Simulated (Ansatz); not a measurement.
## fcc against bcc along group 5

The calculation used Ansatz 0.2.0, DFT, LDA (PW92), plane waves (420 eV) with PAW, scalar-relativistic. The PAW files were generated under PBE, with cores re-solved for the functional.

Each structure is relaxed within its symmetry, in the lowest magnetic state of the tried starts. Differences under about 8 meV lie within the error of the k-point mesh.

```
element  E(fcc) − E(bcc) (meV/atom)  V(fcc) (Å³/atom)  V(bcc) (Å³/atom)       state of fcc       state of bcc
      V                         289             12.98             12.54  spin not included  spin not included
     Nb                         367             17.77             17.10  spin not included  spin not included
     Ta                         289             17.76             17.25  spin not included  spin not included
```
